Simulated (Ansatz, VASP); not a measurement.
# Two plane-wave programs on Sn

```
Sn
1.0
     3.32451    0.00000    0.00000
    -1.66225    2.87911    0.00000
     0.00000    0.00000    5.70781
Sn
2
Cartesian
  0.0000 1.9194 4.2809
  1.6623 0.9597 1.4270
```

Alike in both runs: functional r2SCAN; k mesh 14 × 14 × 8; occupations gaussian, width 0.05 eV; no spin polarisation.

Ansatz relaxed the structure, and its values are those at the end. VASP's run is a single point on that final structure, the one shown.

|  | VASP | Ansatz |
| --- | --- | --- |
| version | VASP 6.6.1 | Ansatz 0.2.0 |
| potentials or method | VASP PAW PBE potentials, release 64 (Sn_d) | scalar-relativistic, plane waves, PAW |
| plane-wave cutoff (eV) | 520 | 600 |
| valence electrons in the cell | 28 | 28 |

|  | VASP | Ansatz | Ansatz less VASP |
| --- | --- | --- | --- |
| gap on the k mesh at the Fermi level (eV) | none | none | - |
| pressure (GPa) | -0.6 | -0.6 | +0.01 |

A gap of «none» marks a metal or a gap that the smearing closes.

Caveats: the PAW data sets were made with another functional, which shifts forces and pressure a little (VASP).
